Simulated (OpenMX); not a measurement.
# Au in OpenMX: convergence with ElectronicTemperature

Crystal: Au.

```
CELL_PARAMETERS angstrom
-1.70112 1.69432 1.66323
1.67293 -1.69322 1.63393
1.64420 1.63630 -1.66213
ATOMIC_POSITIONS crystal
Au 0.99508 0.99508 0.99211
```

The cell isn't the ideal one: cell strained at random at fixed volume.

```yaml
Program: OpenMX 3.8.5
Task: convergence study
Functional: PBE
Potentials_or_basis: OpenMX 2013 PBE set, Au7.0-s3p2d2, grid cutoff 400 Ry
k_mesh: 9 × 9 × 9
Occupations: fermi-dirac, width 0.25852 eV
Spin: no spin polarisation
```

These are the settings of the first run; the series varies ElectronicTemperature, with any setting tied to it.

Hardware: 1 thread of Intel(R) Xeon(R) 6975P-C (Granite Rapids), with other jobs on the host.

**Question.** The values tried are 3000 K, 2000 K, 1200 K, 800 K, 500 K, 300 K, 150 K, 75 K, loosest first. From which on does the pressure stay within 0.1 GPa of the tightest run that finished?

**Answer.** From 800 K on.

| ElectronicTemperature | energy less the tightest run, at zero smearing (meV/atom) | pressure (GPa) | SCF cycles | CPU time (s) | peak memory (GiB) |
| --- | --- | --- | --- | --- | --- |
| 3000 K | -4.57 | 3.38 | 15 | 32 | 0.46 |
| 2000 K | -3.50 | 3.41 | 15 | 32 | 0.46 |
| 1200 K | -1.72 | 3.49 | 14 | 31 | 0.46 |
| 800 K | -0.77 | 3.54 | 14 | 30 | 0.46 |
| 500 K | -0.28 | 3.59 | 15 | 31 | 0.46 |
| 300 K | -0.12 | 3.61 | 15 | 31 | 0.46 |
| 150 K | -0.03 | 3.61 | 15 | 31 | 0.46 |
| 75 K | 0.00 | 3.60 | 16 | 32 | 0.46 |

Against the tightest run, the energy stays within 1 meV/atom from 800 K on. The tightest run that finished is the yardstick and may itself not be fully converged.

Caveat, for the tightest run too: the basis of atomic orbitals isn't converged, which shifts pressures, moduli and gaps. Spin-orbit coupling is left out, which matters for the levels of Au.
